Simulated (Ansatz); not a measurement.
FePt: changing the functional

The cell as given:

It takes space group P4/mmm (No. 123, tetragonal). The conventional cell has a = 2.724 Å, b = 2.724 Å, c = 3.720 Å, α = 90.00°, β = 90.00°, γ = 90.00°. Around Pt (site symmetry 4/mmm) lie 8 Fe at 2.68 Å and 4 Pt at 2.72 Å. Fe (site symmetry 4/mmm) has 8 Pt at 2.68 Å and 4 Fe at 2.72 Å as nearest neighbours.

Kept alike: task relaxation of cell and atoms; k mesh 10 × 10 × 7; occupations fermi-dirac, width 0.05 eV; collinear spin, ferromagnetic start. Program: Ansatz, Ansatz PAW. Cutoffs run from 420 to 500 eV. The mesh is that of the run's cell of 2 atoms. No spin-orbit coupling.

| run | volume (Å³/atom) | first edge of the run's cell (Å) | third edge of the run's cell (Å) | largest site moment (μB) |
| --- | --- | --- | --- | --- |
| A | 13.930 | 2.740 | 3.712 | 3.31 |
| B | 14.380 | 2.760 | 3.775 | 3.07 |
| C | 13.423 | 2.694 | 3.699 | 2.89 |
| D | 14.782 | 2.788 | 3.805 | 3.00 |
| E | 14.023 | 2.736 | 3.747 | 2.98 |
| F | 14.279 | 2.753 | 3.767 | 3.04 |
| G | 13.048 | 2.669 | 3.663 | 2.78 |

The relaxations keep at least the cell's symmetry (P4/mmm). For a metal such a mesh leaves the last digits unconverged. Relaxations stop with a little pressure left, so the last digits of a volume or edge aren't settled. Ansatz's relaxations hold a Pulay term in the stress (up to 0.1 GPa here). The runs hold the magnetic state that their start led to, which needn't be the lowest. Site moments count inside each atom's sphere or projector. All rows use potentials made for PBE.

The runs differ in the functional (and the cutoff that goes with it) alone: BLYP; LDA; PBE; PBEsol; RPBE; r2SCAN; revPBE. Which run is which?

Run A is r2SCAN; run B is RPBE; run C is PBEsol; run D is BLYP; run E is PBE; run F is revPBE; run G is LDA. The volume runs from 13.048 (LDA) to 14.782 Å³/atom (BLYP). From PBE: BLYP +0.759; LDA -0.975; PBEsol -0.600; RPBE +0.357; r2SCAN -0.093; revPBE +0.256. The first edge of the run's cell runs from 2.669 (LDA) to 2.788 Å (BLYP). From PBE: BLYP +0.052; LDA -0.067; PBEsol -0.042; RPBE +0.024; r2SCAN +0.004; revPBE +0.017. The third edge of the run's cell runs from 3.663 (LDA) to 3.805 Å (BLYP). From PBE: BLYP +0.058; LDA -0.084; PBEsol -0.048; RPBE +0.028; r2SCAN -0.035; revPBE +0.020. The largest site moment runs from 2.78 (LDA) to 3.31 μB (r2SCAN). From PBE: BLYP +0.02; LDA -0.20; PBEsol -0.09; RPBE +0.09; r2SCAN +0.33; revPBE +0.06.
